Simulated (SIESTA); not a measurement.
# GaSb under changes of volume

One of the cells (29.197 Å³/atom); the others are scaled copies at fixed shape and fractional positions:

```
Sb Ga
1.0
     0.00000    3.07926    3.07926
     3.07926    0.00000    3.07926
     3.07926    3.07926    0.00000
Sb Ga
1 1
Direct
  0.75000 0.75000 0.75000
  0.00000 0.00000 0.00000
```

```yaml
Program: SIESTA 5.4.2
Functional: PBE
Potentials_or_basis: PseudoDojo 0.4 standard (PBE files)
Basis: DZP (energy shift 0.002 Ry; radii capped at 9.5 bohr)
Grid_cutoff: 800 Ry
Energy_shift: 0.002 Ry
k_mesh: 8 × 8 × 8
Occupations: fermi-dirac, width 0.05 eV
Spin: no spin polarisation
```

| volume (Å³/atom) | energy over the lowest point (meV/atom) | pressure (GPa) | gap on the mesh (eV) |
| --- | --- | --- | --- |
| 26.907 | 76.55 | 7.6 | 0.53 |
| 27.480 | 52.22 | 6.0 | 0.37 |
| 28.052 | 33.46 | 4.6 | 0.21 |
| 29.197 | ? | ? | ? |
| 29.770 | 3.01 | 1.3 | none |
| 30.342 | 0.00 | 0.4 | none |

What does the run at 29.197 Å³/atom give?

Energy over the lowest point 9.47 meV/atom; pressure 2.3 GPa; gap on the mesh none.

Worked out: A Birch-Murnaghan fit of order 3 (a polynomial in V^(-2/3)) to the other rows has its minimum at 30.67 Å³/atom, just outside them, with B0 = V·E''(V) = 40 GPa and B' = 5.8. It gives 9.32 meV/atom at 29.197 Å³/atom, against the run's 9.47, and -dE/dV = 2.3 GPa, against 2.3.

Energies are extrapolated to zero smearing.

Caveats: semicore shells carry a single zeta, which can move pressures by several GPa and volumes by a few percent; the basis of atomic orbitals isn't converged, which shifts pressures, moduli and gaps; spin-orbit coupling is left out, which moves the levels of the heavy elements (some runs).

A mesh can miss the band edges.

A gap of «none» marks a metal or a gap under the smearing width.
